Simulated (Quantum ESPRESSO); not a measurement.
## Al under changes of volume

One of the cells (16.603 Å³/atom); the others are scaled copies at fixed shape and fractional positions:

```
Al
1.0
     0.00000    2.02481    2.02481
     2.02481    0.00000    2.02481
     2.02481    2.02481    0.00000
Al
1
Direct
  0.00000 0.00000 0.00000
```

```yaml
Program: Quantum ESPRESSO 7.5
Functional: PBE
Potentials_or_basis: SSSP 1.3 efficiency PBE
Cutoff: 748 eV
Density_cutoff: 5987 eV
k_mesh: 11 × 11 × 11
Occupations: fermi-dirac, width 0.05 eV
Spin: no spin polarisation
```

```tsv
volume (Å³/atom)	energy over the lowest point (meV/atom)	pressure (GPa)
15.607	?	?
15.939	4.87	3.0
16.271	0.64	1.1
16.603	0.00	-0.5
16.935	2.56	-2.0
17.267	8.00	-3.3
17.599	16.01	-4.4
```

Question: What does the run at 15.607 Å³/atom give?

Answer: Energy over the lowest point 13.08 meV/atom; pressure 5.0 GPa.

Worked out: A Birch-Murnaghan fit of order 3 (a polynomial in V^(-2/3)) to the other rows has its minimum at 16.50 Å³/atom with B0 = V·E''(V) = 80 GPa and B' = 4.5. It gives 13.10 meV/atom at 15.607 Å³/atom, against the run's 13.08, and -dE/dV = 5.0 GPa, against 5.0.

Energies are extrapolated to zero smearing.
